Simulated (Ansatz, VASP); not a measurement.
Ti: VASP beside Ansatz

```
CELL_PARAMETERS angstrom
4.50565 0.00000 0.00000
-2.25282 3.90200 0.00000
0.00000 0.00000 2.78805
ATOMIC_POSITIONS crystal
Ti 0.66667 0.33333 0.50000
Ti 0.33333 0.66667 0.50000
Ti 0.00000 0.00000 0.00000
```

Change from the starting cell: volume scaled by 0.96.

Alike in both runs: task single point; functional PBEsol; k mesh 7 × 7 × 9; occupations fermi-dirac, width 0.05 eV; no spin polarisation.

|  | VASP | Ansatz |
| --- | --- | --- |
| version | VASP 6.6.1 | Ansatz 0.2.0 |
| potentials or method | VASP PAW PBE potentials, release 64 (Ti_sv), cutoff 520 eV | all-electron LAPW, scalar-relativistic |

```csv
,VASP,Ansatz,Ansatz less VASP
gap on the k mesh at the Fermi level (eV),none,none,-
pressure (GPa),0.6,1.0,+0.31
largest component of the traceless stress (GPa),0.23,0.24,+0.012
```

A gap of «none» marks a metal or a gap that the smearing closes. Ansatz ran all-electron here, so the differences hold the error of VASP's frozen core and of both bases.

Caveats: the PAW data sets were made with another functional, which shifts forces and pressure a little (VASP).
